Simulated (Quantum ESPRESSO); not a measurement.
# SiC (Moissanite 6H) (P6_3mc) in Quantum ESPRESSO: settings compared, part 2 of 2

Quantum ESPRESSO 7.5. Earlier steps stand in the parts before.

### Step 3. Band structure, LDA

The input, pw.in:

```
&CONTROL
  calculation = 'scf'
  prefix = 'pwscf'
  outdir = './tmp'
  pseudo_dir = './pseudo'
  tprnfor = .true.
  tstress = .true.
  disk_io = 'low'
/
&SYSTEM
  ibrav = 0
  A = 3.095
  nat = 12
  ntyp = 2
  ecutwfc = 82
  nbnd = 33
  occupations = 'smearing'
  smearing = 'fd'
  degauss = 0.00367493
/
&ELECTRONS
  conv_thr = 2.4d-09
  electron_maxstep = 120
  mixing_beta = 0.5
/
ATOMIC_SPECIES
Si    28.0850 Si.upf
C     12.0110 C.upf
CELL_PARAMETERS alat
   1.0000000000    0.0000000000    0.0000000000
  -0.5000000000    0.8660254038    0.0000000000
   0.0000000000    0.0000000000    4.9014539580
ATOMIC_POSITIONS alat
Si     0.5000000000    0.2886751346    2.2463363489
Si    -0.0000000001    0.5773502692    4.6970633279
Si     0.5000000000    0.2886751346    3.8804810985
Si    -0.0000000001    0.5773502692    1.4297541195
Si     0.0000000000    0.0000000000    3.0634087237
Si     0.0000000000    0.0000000000    0.6126817447
C      0.5000000000    0.2886751346    1.6336546042
C     -0.0000000001    0.5773502692    4.0843815832
C      0.5000000000    0.2886751346    3.2677993538
C     -0.0000000001    0.5773502692    0.8170723748
C      0.0000000000    0.0000000000    2.4507269790
C      0.0000000000    0.0000000000    0.0000000000
K_POINTS automatic
10 10 2 0 0 0
```

The input, pp_density.in:

```
&INPUTPP
  prefix = 'pwscf'
  outdir = './tmp'
  filplot = 'density.dat'
  plot_num = 0
/
&PLOT
  nfile = 1
  filepp(1) = 'density.dat'
  iflag = 3
  output_format = 6
  fileout = 'density.cube'
/
```

The input, pp_potential.in:

```
&INPUTPP
  prefix = 'pwscf'
  outdir = './tmp'
  filplot = 'potential.dat'
  plot_num = 11
/
&PLOT
  nfile = 1
  filepp(1) = 'potential.dat'
  iflag = 3
  output_format = 6
  fileout = 'potential.cube'
/
```

The input, pp_elf.in:

```
&INPUTPP
  prefix = 'pwscf'
  outdir = './tmp'
  filplot = 'elf.dat'
  plot_num = 8
/
&PLOT
  nfile = 1
  filepp(1) = 'elf.dat'
  iflag = 3
  output_format = 6
  fileout = 'elf.cube'
/
```

The input, bands.in:

```
&CONTROL
  calculation = 'bands'
  prefix = 'pwscf'
  outdir = './tmp'
  pseudo_dir = './pseudo'
  disk_io = 'low'
  verbosity = 'high'
/
&SYSTEM
  ibrav = 0
  A = 3.095
  nat = 12
  ntyp = 2
  ecutwfc = 82
  nbnd = 33
  occupations = 'smearing'
  smearing = 'fd'
  degauss = 0.00367493
/
&ELECTRONS
  conv_thr = 1d-08
  electron_maxstep = 120
  mixing_beta = 0.5
  diago_full_acc = .true.
/
ATOMIC_SPECIES
Si    28.0850 Si.upf
C     12.0110 C.upf
CELL_PARAMETERS alat
   1.0000000000    0.0000000000    0.0000000000
  -0.5000000000    0.8660254038    0.0000000000
   0.0000000000    0.0000000000    4.9014539580
ATOMIC_POSITIONS alat
Si     0.5000000000    0.2886751346    2.2463363489
Si    -0.0000000001    0.5773502692    4.6970633279
Si     0.5000000000    0.2886751346    3.8804810985
Si    -0.0000000001    0.5773502692    1.4297541195
Si     0.0000000000    0.0000000000    3.0634087237
Si     0.0000000000    0.0000000000    0.6126817447
C      0.5000000000    0.2886751346    1.6336546042
C     -0.0000000001    0.5773502692    4.0843815832
C      0.5000000000    0.2886751346    3.2677993538
C     -0.0000000001    0.5773502692    0.8170723748
C      0.0000000000    0.0000000000    2.4507269790
C      0.0000000000    0.0000000000    0.0000000000
K_POINTS crystal
60
 0.0000000000  0.0000000000  0.0000000000 1
 0.0555555556  0.0000000000  0.0000000000 1
 0.1111111111  0.0000000000  0.0000000000 1
 0.1666666667  0.0000000000  0.0000000000 1
 0.2222222222  0.0000000000  0.0000000000 1
 0.2777777778  0.0000000000  0.0000000000 1
 0.3333333333  0.0000000000  0.0000000000 1
 0.3888888889  0.0000000000  0.0000000000 1
 0.4444444444  0.0000000000  0.0000000000 1
 0.5000000000  0.0000000000  0.0000000000 1
 0.4666666667  0.0666666667  0.0000000000 1
 0.4333333333  0.1333333333  0.0000000000 1
 0.4000000000  0.2000000000  0.0000000000 1
 0.3666666667  0.2666666667  0.0000000000 1
 0.3333333333  0.3333333333  0.0000000000 1
 0.3030303030  0.3030303030  0.0000000000 1
 0.2727272727  0.2727272727  0.0000000000 1
 0.2424242424  0.2424242424  0.0000000000 1
 0.2121212121  0.2121212121  0.0000000000 1
 0.1818181818  0.1818181818  0.0000000000 1
 0.1515151515  0.1515151515  0.0000000000 1
 0.1212121212  0.1212121212  0.0000000000 1
 0.0909090909  0.0909090909  0.0000000000 1
 0.0606060606  0.0606060606  0.0000000000 1
 0.0303030303  0.0303030303  0.0000000000 1
 0.0000000000  0.0000000000  0.0000000000 1
 0.0000000000  0.0000000000  0.5000000000 1
 0.0500000000  0.0000000000  0.5000000000 1
 0.1000000000  0.0000000000  0.5000000000 1
 0.1500000000  0.0000000000  0.5000000000 1
 0.2000000000  0.0000000000  0.5000000000 1
 0.2500000000  0.0000000000  0.5000000000 1
 0.3000000000  0.0000000000  0.5000000000 1
 0.3500000000  0.0000000000  0.5000000000 1
 0.4000000000  0.0000000000  0.5000000000 1
 0.4500000000  0.0000000000  0.5000000000 1
 0.5000000000  0.0000000000  0.5000000000 1
 0.4722222222  0.0555555556  0.5000000000 1
 0.4444444444  0.1111111111  0.5000000000 1
 0.4166666667  0.1666666667  0.5000000000 1
 0.3888888889  0.2222222222  0.5000000000 1
 0.3611111111  0.2777777778  0.5000000000 1
 0.3333333333  0.3333333333  0.5000000000 1
 0.3076923077  0.3076923077  0.5000000000 1
 0.2820512821  0.2820512821  0.5000000000 1
 0.2564102564  0.2564102564  0.5000000000 1
 0.2307692308  0.2307692308  0.5000000000 1
 0.2051282051  0.2051282051  0.5000000000 1
 0.1794871795  0.1794871795  0.5000000000 1
 0.1538461538  0.1538461538  0.5000000000 1
 0.1282051282  0.1282051282  0.5000000000 1
 0.1025641026  0.1025641026  0.5000000000 1
 0.0769230769  0.0769230769  0.5000000000 1
 0.0512820513  0.0512820513  0.5000000000 1
 0.0256410256  0.0256410256  0.5000000000 1
 0.0000000000  0.0000000000  0.5000000000 1
 0.5000000000  0.0000000000  0.5000000000 1
 0.5000000000  0.0000000000  0.0000000000 1
 0.3333333333  0.3333333333  0.0000000000 1
 0.3333333333  0.3333333333  0.5000000000 1
```

Potentials or basis: PseudoDojo 0.4.1 SR LDA standard.

Launch:

```bash
OMP_NUM_THREADS=1 pw.x -in pw.in > pw.out
OMP_NUM_THREADS=1 pp.x -in pp_density.in > pp_density.out
OMP_NUM_THREADS=1 pp.x -in pp_potential.in > pp_potential.out
OMP_NUM_THREADS=1 pp.x -in pp_elf.in > pp_elf.out
OMP_NUM_THREADS=1 pw.x -in bands.in > bands.out
```

pw.out:

```text
This program is part of the open-source Quantum ESPRESSO suite
     for quantum simulation of materials; please cite
         "P. Giannozzi et al., J. Phys.:Condens. Matter 21 395502 (2009);
         "P. Giannozzi et al., J. Phys.:Condens. Matter 29 465901 (2017);
         "P. Giannozzi et al., J. Chem. Phys. 152 154105 (2020);
     in publications or presentations arising from this work. More details at

     Message from routine setup:
     using ibrav=0 with symmetry is DISCOURAGED, use correct ibrav instead

     G-vector sticks info
     --------------------
     sticks:   dense  smooth     PW     G-vecs:    dense   smooth      PW
     Sum         769     769    223                85197    85197   13043

     Using Slab Decomposition

     bravais-lattice index     =            0
     lattice parameter (alat)  =       5.8487  a.u.
     unit-cell volume          =     849.2472 (a.u.)^3
     number of atoms/cell      =           12
     number of atomic types    =            2
     number of electrons       =        48.00
     number of Kohn-Sham states=           33
     kinetic-energy cutoff     =      82.0000  Ry
     charge density cutoff     =     328.0000  Ry
     scf convergence threshold =      2.4E-09
     mixing beta               =       0.5000
     number of iterations used =            8  plain     mixing
     Exchange-correlation= SLA  PW   NOGX NOGC
                           (   1   4   0   0   0   0   0)

     celldm(1)=   5.848702  celldm(2)=   0.000000  celldm(3)=   0.000000
     celldm(4)=   0.000000  celldm(5)=   0.000000  celldm(6)=   0.000000

     crystal axes: (cart. coord. in units of alat)
               a(1) = (   1.000000   0.000000   0.000000 )
               a(2) = (  -0.500000   0.866025   0.000000 )
               a(3) = (   0.000000   0.000000   4.901454 )

     reciprocal axes: (cart. coord. in units 2 pi/alat)
               b(1) = (  1.000000  0.577350 -0.000000 )
               b(2) = (  0.000000  1.154701  0.000000 )
               b(3) = (  0.000000 -0.000000  0.204021 )

     PseudoPot. # 1 for Si read from file:
     Si.upf
     Pseudo is Norm-conserving + core correction, Zval =  4.0
[... 133 lines left out ...]
     c_bands:  1 eigenvalues not converged
     ethr =  1.64E-09,  avg # of iterations =  7.5

     total energy              =    -123.79549621 Ry
     estimated scf accuracy    <       0.00000336 Ry

     iteration #  9     ecut=    82.00 Ry     beta= 0.50
     Davidson diagonalization with overlap
     ethr =  1.64E-09,  avg # of iterations =  2.2
[... 18 lines left out ...]
     iteration # 12     ecut=    82.00 Ry     beta= 0.50
     Davidson diagonalization with overlap
     ethr =  5.16E-11,  avg # of iterations =  3.4

     End of self-consistent calculation

          k = 0.0000 0.0000 0.0000 ( 10745 PWs)   bands (ev):

    -6.1412  -5.6263  -5.5835  -4.0978  -4.0673  -2.5639   0.5885   2.9455
     2.9770   6.7341   6.7485   7.9786   7.9786   8.1648   8.1648   8.2758
     8.2758   8.7415   8.7415   8.8309   8.8309   9.0858   9.1319   9.1319
    14.1289  14.3011  14.7062  15.2260  15.3213  15.6194  15.8699  15.8699
    16.3101
[... 67 lines left out ...]
    -3.4481  -3.4481  -2.5666  -2.5666  -1.3026  -1.3026   1.3787   1.3787
     1.8404   1.8404   3.1708   3.1708   4.3039   4.3039   6.1493   6.1493
     6.2271   6.2271   6.9102   6.9102   7.4381   7.4381   7.9359   7.9359
    11.4547  11.4547  12.7009  12.7009  13.9527  13.9527  14.7754  14.7754
    15.8804

          k = 0.0000-0.5774 0.0000 ( 10634 PWs)   bands (ev):

    -2.6837  -2.5208  -2.3178  -1.8069  -1.6620  -1.1807   0.7398   1.0485
     1.3158   1.3713   2.2686   2.5128   4.5277   4.7035   5.9108   6.0841
     6.2071   6.2980   6.3379   6.8799   7.3218   7.3547   7.4620   8.0338
    11.1205  11.2885  12.2478  12.9458  13.6066  13.6307  14.4887  14.5460
    15.5292

          k = 0.0000-0.5774-0.1020 ( 10604 PWs)   bands (ev):

    -2.6257  -2.6257  -2.1104  -2.1104  -1.3487  -1.3487   0.7581   0.7581
     1.6945   1.6945   2.0952   2.0952   4.9557   4.9557   5.6714   5.6714
     6.0148   6.0148   6.7849   6.7849   7.4139   7.4139   7.8282   7.8282
    11.1551  11.1551  12.4693  12.4693  13.7998  13.7998  14.5221  14.5221
    15.7785
[... 123 lines left out ...]
    -2.0380  -2.0380  -1.5407  -1.5407  -1.2035  -1.2035   1.6378   1.6378
     1.9503   1.9503   2.3466   2.3466   3.4522   3.4522   4.0986   4.0986
     4.5754   4.5754   5.7970   5.7970   6.7154   6.7154   6.9497   6.9497
    12.7434  12.7434  13.3398  13.3398  14.7334  14.7334  16.1861  16.1861
    17.3800

     the Fermi energy is    10.1213 ev

!    total energy              =    -123.79549648 Ry
     estimated scf accuracy    <          2.8E-11 Ry
     smearing contrib. (-TS)   =      -0.00000000 Ry
     internal energy E=F+TS    =    -123.79549648 Ry

     The total energy is F=E-TS. E is the sum of the following terms:
     one-electron contribution =      32.39881701 Ry
     hartree contribution      =      13.98166569 Ry
     xc contribution           =     -45.21525260 Ry
     ewald contribution        =    -124.96072657 Ry

     convergence has been achieved in  12 iterations

     Forces acting on atoms (cartesian axes, Ry/au):

     atom    1 type  1   force =     0.00000000    0.00000000    0.00193315
     atom    2 type  1   force =     0.00000000    0.00000000    0.00193315
     atom    3 type  1   force =     0.00000000    0.00000000    0.00087758
     atom    4 type  1   force =     0.00000000    0.00000000    0.00087758
     atom    5 type  1   force =     0.00000000    0.00000000    0.00193233
     atom    6 type  1   force =     0.00000000    0.00000000    0.00193233
     atom    7 type  2   force =     0.00000000   -0.00000000   -0.00046686
     atom    8 type  2   force =     0.00000000    0.00000000   -0.00046686
     atom    9 type  2   force =    -0.00000000   -0.00000000    0.00128877
     atom   10 type  2   force =     0.00000000    0.00000000    0.00128877
     atom   11 type  2   force =    -0.00000000   -0.00000000   -0.00556496
     atom   12 type  2   force =     0.00000000    0.00000000   -0.00556496

     Total force =     0.009065     Total SCF correction =     0.000008

     Computing stress (Cartesian axis) and pressure

          total   stress  (Ry/bohr**3)                   (kbar)     P=      -77.71
  -0.00054634  -0.00000000   0.00000000          -80.37       -0.00        0.00
   0.00000000  -0.00054634   0.00000000            0.00      -80.37        0.00
   0.00000000   0.00000000  -0.00049204            0.00        0.00      -72.38

=------------------------------------------------------------------------------=
   JOB DONE.
=------------------------------------------------------------------------------=
```

Wall time 7.9 min (1 thread of INTEL XEON PLATINUM 8581C at 2.30GHz (Emerald Rapids), shared host); peak memory 0.42 GiB.

Results:

```yaml
Free_energy: -1684.3235 eV
Pressure: -7.8 GPa
Largest_force: 0.143 eV/Å
Band_gap_on_the_k_mesh: 1.99 eV, indirect (least direct gap 3.09 eV)
Band_gap_along_the_path: 1.99 eV, indirect (least direct gap 3.09 eV)
```

Forces in eV/Å, atoms in the order of the input:
```
Si   0.000  0.000  0.050
Si   0.000  0.000  0.050
Si   0.000  0.000  0.023
Si   0.000  0.000  0.023
Si   0.000  0.000  0.050
Si   0.000  0.000  0.050
C    0.000  0.000 -0.012
C    0.000  0.000 -0.012
C    0.000  0.000  0.033
C    0.000  0.000  0.033
C    0.000  0.000 -0.143
C    0.000  0.000 -0.143
```

Levels at the corners of the path, in eV from the valence-band top:
```csv
point,band 22,band 23,band 24,band 25,band 26,band 27
Γ,-0.05,0.00,0.00,5.00,5.17,5.57
M,-1.78,-1.67,-1.10,1.99,2.16,3.12
K,-2.21,-2.06,-2.06,3.40,3.40,3.69
Γ,-0.05,0.00,0.00,5.00,5.17,5.57
A,-0.10,-0.10,-0.10,5.06,5.06,5.81
L,-1.72,-1.30,-1.30,2.02,2.02,3.34
H,-2.64,-2.26,-2.26,3.58,3.58,4.26
A,-0.10,-0.10,-0.10,5.06,5.06,5.81
L,-1.72,-1.30,-1.30,2.02,2.02,3.34
M,-1.78,-1.67,-1.10,1.99,2.16,3.12
K,-2.21,-2.06,-2.06,3.40,3.40,3.69
H,-2.64,-2.26,-2.26,3.58,3.58,4.26
```

Caveat: some levels on the path didn't converge.
